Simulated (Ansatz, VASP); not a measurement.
## Ir: VASP beside Ansatz

```
Ir
1.0
     0.00000    1.91970    1.93890
     1.91970    0.00000    1.93890
     1.91970    1.91970    0.00000
Ir
1
Cartesian
  0.0000 0.0000 0.0000
```

Change from the starting cell: zz strain of +1 %, crystal datasets.

Alike in both runs: task electric field gradients; functional PBEsol; k mesh 18 × 18 × 18; occupations fermi-dirac, width 0.05 eV; no spin polarisation.

|  | VASP | Ansatz |
| --- | --- | --- |
| version | VASP 6.6.1 | Ansatz 0.2.0 |
| potentials or method | VASP PAW PBE potentials, release 64 (Ir), cutoff 520 eV | all-electron PAW with datasets made for the crystal, scalar-relativistic |

```tsv
	VASP	Ansatz	Ansatz less VASP
pressure (GPa)	-5.4	-6.3	-0.90
largest component of the traceless stress (GPa)	2.55	2.56	+0.007
Vzz of the field gradient on the site that differs most (V/Å²)	7.8	8.0	+0.27
```

Ansatz ran all-electron here, so the differences hold the error of VASP's frozen core and of both bases. Ansatz warned: «gradients_without_spin_orbit».

Caveats: the PAW data sets were made with another functional, which shifts forces and pressure a little (VASP). Spin-orbit coupling is left out, which matters for the levels of Ir.
